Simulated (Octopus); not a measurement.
# GaN in Octopus: the effect of potentials

The system is GaN.

```
Ga N
1.0
     0.00000    2.25350    2.25350
     2.25350    0.00000    2.25350
     2.25350    2.25350    0.00000
Ga N
1 1
Direct
  0.00000 0.00000 0.00000
  0.25000 0.25000 0.25000
```

The cell is a database's computed one.

Alike in all runs:

```yaml
Program: Octopus 16.4
Task: single point
Functional: PBE
Grid_spacing: 0.106 Å
k_mesh: 10 × 10 × 10
Occupations: fermi-dirac, width 0.05 eV
Spin: no spin polarisation
```

```csv
potentials,gap on the mesh (eV)
"pseudodojo_pbe (PseudoDojo 0.5, PBE)",1.76
sg15 (PBE),1.78
"pseudodojo_pbesol (PseudoDojo 0.4, PBEsol)",1.82
"pseudodojo_lda (PseudoDojo 0.4, LDA)",1.98
hgh_lda (LDA),?
```

Task: What does the run with potentials hgh_lda (LDA) give?

Result: gap on the mesh 2.30 eV.

Caveats: this is an older set of potentials, less accurate than current ones (some runs).

The runs don't all hold the same shells in valence.
